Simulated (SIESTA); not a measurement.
The system is AlN.

```
Al N
1.0
     3.11300    0.00000    0.00000
    -1.55650    2.69594    0.00000
     0.00000    0.00000    4.98100
Al N
2 2
Direct
  0.66667 0.33333 0.50000
  0.33333 0.66667 0.00000
  0.66667 0.33333 0.88000
  0.33333 0.66667 0.38000
```

Base run:

```yaml
Program: SIESTA 5.4.2
Functional: PBEsol
Potentials_or_basis: PseudoDojo 0.4 standard (PBEsol files)
Basis: DZP (energy shift 0.003 Ry)
Grid_cutoff: 800 Ry
Energy_shift: 0.003 Ry
k_mesh: 10 × 10 × 6
Occupations: fermi-dirac, width 0.05 eV
Spin: no spin polarisation
```

Its results: band gap on the k mesh 4.28 eV, direct; pressure 1.9 GPa; largest force 0.136 eV/Å.

Question: The run is repeated on the same cell with these changes: functional from PBEsol to LDA; potentials or basis from PseudoDojo 0.4 standard (PBEsol files) to PseudoDojo 0.4 standard (LDA files). What comes out?

Answer: Band gap on the k mesh 4.42 eV, direct; pressure -3.8 GPa; largest force 0.118 eV/Å.

Caveats: the basis of atomic orbitals isn't converged, which shifts pressures, moduli and gaps.
